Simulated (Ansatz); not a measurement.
# Mo: a tetragonal deformation path, part 2 of 2

Aim: for Mo, follow a tetragonal deformation at fixed volume.

Ansatz 0.2.0; DFT PBEsol, scalar-relativistic, plane waves, PAW. Earlier steps stand in the parts before.

## Step 10: At ρ = 0.920

The COD entry's cell or inner coordinates are ideal or old and differ from later refinements, so a difference from it is no clean test against experiment.

Input file input.yaml:

```yaml
crystal:
  lattice:
    - [-1.6152766284, 1.6152766284, 1.4860544981]
    - [1.6152766284, -1.6152766284, 1.4860544981]
    - [1.6152766284, 1.6152766284, -1.4860544981]
  atoms:
    - { symbol: Mo, position: [0.0, 0.0, 0.0] }
basis:
  ecutwfc: 420
kpoints:
  mp_grid: { grid: [24, 24, 24] }
hamiltonian:
  xc: pbesol
scf:
  occupations: { method: gaussian, width: 0.15 }
output:
  forces: true
  stress: true
  eigenvalues: true
```

On the command line:

```bash
ansatz run input.yaml --threads 1 --pin off --max-ram 2560MiB --backend cpu --events-out ev --progress --plain --runs-dir out
```

The log of the run (excerpt; [...] marks lines left out):

```text
[...]
SCF converged after 6 iterations
Free energy (F): -4897.401090 eV
[...]
E sigma→0 (E₀):  -4897.397348 eV
Entropy (-TS):   -0.007485 eV (-7.485 meV/atom)
Fermi energy:    21.153702 eV
[...]
--- Forces (eV/Å), atoms counted from 1 ---
  atom   1  Mo     0.00000000     0.00000000     0.00000000
[...]
--- Stress (GPa, compression-positive) ---
      -10.870856       0.000000       0.000000
        0.000000     -10.870856       0.000000
        0.000000       0.000000      15.015308
  P = ⅓ Tr σ = -2.2421 GPa (-22.421 kbar)
--- Band table (eV; the first three rows and the last of 1063) ---
  k-point 0: bands = ["-40.0248", "-13.3034", "-13.3034", "-13.2501", "13.8685", "19.1705", "20.1925", "20.1925", "22.0962", "23.4035", "35.3820"]
[...]
```

It took 9.9 s on 1 thread of Arm Neoverse V1, shared host; peak memory 0.45 GiB.

## Step 11: At ρ = 1.100

Changes to input.yaml since step 10:

```diff
@@ -2,5 +2,5 @@
   lattice:
-    - [-1.6152766284, 1.6152766284, 1.4860544981]
-    - [1.6152766284, -1.6152766284, 1.4860544981]
-    - [1.6152766284, 1.6152766284, -1.4860544981]
+    - [-1.52187374, 1.52187374, 1.674061114]
+    - [1.52187374, -1.52187374, 1.674061114]
+    - [1.52187374, 1.52187374, -1.674061114]
   atoms:
```

On the command line:

```bash
ansatz run input.yaml --threads 1 --pin off --max-ram 2560MiB --backend cpu --events-out ev --progress --plain --runs-dir out
```

The log of the run (excerpt; [...] marks lines left out):

```text
Warning: RAYON_NUM_THREADS=1 ignored (pool sized by the plan → 1); use --threads N
[...]
[... 3 set-up lines as earlier in the session ...]
[...]
Crystal: 1 atoms, lattice volume = 15.509 Å³
Basis set: ecut = 420 eV, 329 PW (Γ), exchange–correlation on 40×40×40 points (8 copies of the dense FFT grid, shifted against one another)
Bands: 11, of which v1, the nominal top of the filled ones, is band 7 counted from 1 (6 counted from 0)
[... 2 set-up lines as earlier in the session ...]
k-points: 1063 of 13824
[...]
SCF iter   1: F=—  HF=-4897.387559 eV  |F-HF|=—  |Δ(HF+E_count)|=         —  Δρ=5.81e-3  dr2=3.69e-3  ethr=1.77e-3  ⟨swp⟩=5.0  Hψ=65758  notcnv=0
[...]
SCF iter   6: F=-4897.386240 eV  HF=-4897.386240 eV  |F-HF|=4.55e-12  |Δ(HF+E_count)|=   3.48e-9  Δρ=5.30e-7  dr2=2.01e-11  ethr=4.56e-11  ⟨swp⟩=1.6  Hψ=36152  notcnv=0
[...]
SCF converged after 6 iterations
Free energy (F): -4897.386240 eV
[...]
E sigma→0 (E₀):  -4897.382033 eV
Entropy (-TS):   -0.008415 eV (-8.415 meV/atom)
Fermi energy:    21.154933 eV
[...]
--- Forces (eV/Å), atoms counted from 1 ---
  atom   1  Mo    -0.00000000    -0.00000000    -0.00000000
[...]
--- Stress (GPa, compression-positive) ---
        6.566207       0.000000       0.000000
        0.000000       6.566207      -0.000000
        0.000000      -0.000000     -19.445850
  P = ⅓ Tr σ = -2.1045 GPa (-21.045 kbar)
--- Band table (eV; the first three rows and the last of 1063) ---
  k-point 0: bands = ["-40.0191", "-13.2889", "-13.2788", "-13.2788", "13.8672", "19.5341", "19.5341", "20.5546", "22.0681", "23.3704", "34.8131"]
[...]
```

Run time: 11 s. Hardware: 1 thread of Arm Neoverse V1, shared host; peak memory 0.45 GiB.

## Step 12: ρ = 0.650

Changes to input.yaml since step 11:

```diff
@@ -2,5 +2,5 @@
   lattice:
-    - [-1.52187374, 1.52187374, 1.674061114]
-    - [1.52187374, -1.52187374, 1.674061114]
-    - [1.52187374, 1.52187374, -1.674061114]
+    - [-1.8135870227, 1.8135870227, 1.1788315648]
+    - [1.8135870227, -1.8135870227, 1.1788315648]
+    - [1.8135870227, 1.8135870227, -1.1788315648]
   atoms:
```

On the command line:

```bash
ansatz run input.yaml --threads 1 --pin off --max-ram 2560MiB --backend cpu --events-out ev --progress --plain --runs-dir out
```

The log of the run (excerpt; [...] marks lines left out):

```text
Warning: RAYON_NUM_THREADS=1 ignored (pool sized by the plan → 1); use --threads N
[...]
[... 3 set-up lines as earlier in the session ...]
[...]
Crystal: 1 atoms, lattice volume = 15.509 Å³
Basis set: ecut = 420 eV, 303 PW (Γ), exchange–correlation on 40×40×40 points (8 copies of the dense FFT grid, shifted against one another)
Bands: 11, of which v1, the nominal top of the filled ones, is band 7 counted from 1 (6 counted from 0)
[... 2 set-up lines as earlier in the session ...]
k-points: 1063 of 13824
[...]
SCF iter   1: F=—  HF=-4896.586532 eV  |F-HF|=—  |Δ(HF+E_count)|=         —  Δρ=5.56e-3  dr2=3.27e-3  ethr=1.77e-3  ⟨swp⟩=5.0  Hψ=67619  notcnv=0
[...]
SCF iter   6: F=-4896.585563 eV  HF=-4896.585563 eV  |F-HF|=5.72e-10  |Δ(HF+E_count)|=  7.39e-10  Δρ=3.30e-6  dr2=9.45e-10  ethr=1.92e-10  ⟨swp⟩=2.3  Hψ=40954  notcnv=0
[...]
SCF converged after 6 iterations
Free energy (F): -4896.585563 eV
[...]
E sigma→0 (E₀):  -4896.580228 eV
Entropy (-TS):   -0.010671 eV (-10.671 meV/atom)
Fermi energy:    21.373690 eV
[...]
--- Forces (eV/Å), atoms counted from 1 ---
  atom   1  Mo     0.00000000     0.00000000     0.00000000
[...]
--- Stress (GPa, compression-positive) ---
       -3.817158       0.000000       0.000000
        0.000000      -3.817158      -0.000000
        0.000000      -0.000000      61.593279
  P = ⅓ Tr σ = 17.9863 GPa (179.863 kbar)
--- Band table (eV; the first three rows and the last of 1063) ---
  k-point 0: bands = ["-40.0686", "-13.4780", "-13.4780", "-12.2328", "14.0288", "17.2520", "18.0607", "23.6163", "23.6163", "24.1325", "34.5110"]
[...]
```

Wall time 12 s (1 thread of Arm Neoverse V1, shared host); peak memory 0.45 GiB.

## Step 13: ρ = 1.500

Changes to input.yaml since step 12:

```diff
@@ -2,5 +2,5 @@
   lattice:
-    - [-1.8135870227, 1.8135870227, 1.1788315648]
-    - [1.8135870227, -1.8135870227, 1.1788315648]
-    - [1.8135870227, 1.8135870227, -1.1788315648]
+    - [-1.3723949101, 1.3723949101, 2.0585923652]
+    - [1.3723949101, -1.3723949101, 2.0585923652]
+    - [1.3723949101, 1.3723949101, -2.0585923652]
   atoms:
```

On the command line:

```bash
ansatz run input.yaml --threads 1 --pin off --max-ram 2560MiB --backend cpu --events-out ev --progress --plain --runs-dir out
```

The log of the run (excerpt; [...] marks lines left out):

```text
[...]
SCF converged after 6 iterations
Free energy (F): -4897.060596 eV
[...]
E sigma→0 (E₀):  -4897.053429 eV
Entropy (-TS):   -0.014334 eV (-14.334 meV/atom)
Fermi energy:    20.791249 eV
[...]
--- Forces (eV/Å), atoms counted from 1 ---
  atom   1  Mo    -0.00000000     0.00000000     0.00000000
[...]
--- Stress (GPa, compression-positive) ---
       -2.090785       0.000000       0.000000
        0.000000      -2.090785      -0.000000
        0.000000      -0.000000       6.123732
  P = ⅓ Tr σ = 0.6474 GPa (6.474 kbar)
--- Band table (eV; the first three rows and the last of 1063) ---
  k-point 0: bands = ["-39.8936", "-13.2149", "-13.1534", "-13.1534", "13.8699", "19.4852", "20.2417", "20.2417", "22.1993", "23.2741", "33.7903"]
[...]
```

Wall time 12 s (1 thread of Arm Neoverse V1, shared host); peak memory 0.45 GiB.

## Step 14: ρ = 0.960

Changes to input.yaml since step 13:

```diff
@@ -2,5 +2,5 @@
   lattice:
-    - [-1.3723949101, 1.3723949101, 2.0585923652]
-    - [1.3723949101, -1.3723949101, 2.0585923652]
-    - [1.3723949101, 1.3723949101, -2.0585923652]
+    - [-1.5925232225, 1.5925232225, 1.5288222936]
+    - [1.5925232225, -1.5925232225, 1.5288222936]
+    - [1.5925232225, 1.5925232225, -1.5288222936]
   atoms:
```

On the command line:

```bash
ansatz run input.yaml --threads 1 --pin off --max-ram 2560MiB --backend cpu --events-out ev --progress --plain --runs-dir out
```

The log of the run (excerpt; [...] marks lines left out):

```text
[...]
SCF converged after 6 iterations
Free energy (F): -4897.454718 eV
[...]
E sigma→0 (E₀):  -4897.451145 eV
Entropy (-TS):   -0.007147 eV (-7.147 meV/atom)
Fermi energy:    21.186009 eV
[...]
--- Forces (eV/Å), atoms counted from 1 ---
  atom   1  Mo    -0.00000000     0.00000000     0.00000000
[...]
--- Stress (GPa, compression-positive) ---
       -7.256515       0.000000       0.000000
        0.000000      -7.256515       0.000000
        0.000000       0.000000       5.594144
  P = ⅓ Tr σ = -2.9730 GPa (-29.730 kbar)
--- Band table (eV; the first three rows and the last of 1063) ---
  k-point 0: bands = ["-40.0335", "-13.3010", "-13.3010", "-13.2819", "13.8660", "19.4745", "19.9608", "19.9608", "22.4896", "23.1188", "35.5994"]
[...]
```

It took 11 s on 1 thread of Arm Neoverse V1, shared host; peak memory 0.45 GiB.

## Step 15: Point ρ = 1.050

Changes to input.yaml since step 14:

```diff
@@ -2,5 +2,5 @@
   lattice:
-    - [-1.5925232225, 1.5925232225, 1.5288222936]
-    - [1.5925232225, -1.5925232225, 1.5288222936]
-    - [1.5925232225, 1.5925232225, -1.5288222936]
+    - [-1.5456568586, 1.5456568586, 1.6229397016]
+    - [1.5456568586, -1.5456568586, 1.6229397016]
+    - [1.5456568586, 1.5456568586, -1.6229397016]
   atoms:
```

On the command line:

```bash
ansatz run input.yaml --threads 1 --pin off --max-ram 2560MiB --backend cpu --events-out ev --progress --plain --runs-dir out
```

The log of the run (excerpt; [...] marks lines left out):

```text
[...]
SCF converged after 6 iterations
Free energy (F): -4897.448257 eV
[...]
E sigma→0 (E₀):  -4897.444603 eV
Entropy (-TS):   -0.007309 eV (-7.309 meV/atom)
Fermi energy:    21.180233 eV
[...]
--- Forces (eV/Å), atoms counted from 1 ---
  atom   1  Mo    -0.00000000    -0.00000000     0.00000000
[...]
--- Stress (GPa, compression-positive) ---
        1.977180      -0.000000      -0.000000
       -0.000000       1.977180      -0.000000
        0.000000       0.000000     -12.641260
  P = ⅓ Tr σ = -2.8956 GPa (-28.956 kbar)
--- Band table (eV; the first three rows and the last of 1063) ---
  k-point 0: bands = ["-40.0317", "-13.2999", "-13.2899", "-13.2899", "13.8660", "19.6250", "19.6250", "20.1686", "22.4443", "23.1469", "35.2710"]
[...]
```

Run time: 11 s. Hardware: 1 thread of Arm Neoverse V1, shared host; peak memory 0.45 GiB.

## Step 16: The scan collected

The scan, with free energies counted from the undisturbed cell:

| ρ | ΔE (meV/atom) | pressure (GPa) | space group |
| --- | --- | --- | --- |
| 0.650 | 886.0 | 18.0 | I4/mmm |
| 0.707 | 611.0 | 10.0 | I4/mmm |
| 0.780 | 415.5 | 3.6 | I4/mmm |
| 0.850 | 238.1 | -0.1 | I4/mmm |
| 0.920 | 70.5 | -2.2 | I4/mmm |
| 0.960 | 16.9 | -3.0 | I4/mmm |
| 1.000 | 0.0 | -3.2 | Im-3m |
| 1.050 | 23.3 | -2.9 | I4/mmm |
| 1.100 | 85.4 | -2.1 | I4/mmm |
| 1.200 | 256.1 | -0.1 | I4/mmm |
| 1.300 | 380.5 | 0.5 | I4/mmm |
| 1.414 | 429.3 | 0.5 | Fm-3m |
| 1.500 | 411.0 | 0.6 | I4/mmm |

## Step 17: What came out

What follows sums up all 2 parts.

```
     quantity                        value
highest point  886.0 meV/atom at ρ = 0.650
```

In words: No sampled point lies below the undisturbed cell. No sampled point inside the path is a dip, apart from those named. At ρ = 1.414 the cell takes another symmetry, Fm-3m, 429.3 meV/atom from the start at this fixed volume.
